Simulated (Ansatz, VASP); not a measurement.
## Two plane-wave programs on NaCl

```
CELL_PARAMETERS angstrom
0.00000 2.83048 2.83048
2.83048 0.00000 2.83048
2.83048 2.83048 0.00000
ATOMIC_POSITIONS crystal
Na 0.00000 0.00000 0.00000
Cl 0.50000 0.50000 0.50000
```

Alike in both runs: task single point; functional r2SCAN; k mesh 6 × 6 × 6; no spin polarisation.

|  | VASP | Ansatz |
| --- | --- | --- |
| version | VASP 6.6.1 | Ansatz 0.2.0 |
| potentials or method | VASP PAW PBE potentials, release 64 (Na_pv, Cl) | plane waves, PAW |
| plane-wave cutoff (eV) | 520 | 500 |
| occupations | gaussian, width 0.01 eV | fixed |
| valence electrons in the cell | 14 | 16 |

Ansatz gave:

| Item | Value |
| --- | --- |
| gap on the k mesh at the Fermi level (eV) | 5.85 |
| pressure (GPa) | -0.7 |

**Question.** Which values does VASP return?

**Answer.** gap on the k mesh at the Fermi level (eV): 5.88; pressure (GPa): -1.0.

The two sets of potentials don't hold the same shells in valence.

Caveats: the PAW data sets were made with another functional, which shifts forces and pressure a little (VASP). r2SCAN opens gaps a little over a GGA but as a rule still falls short of measured ones.
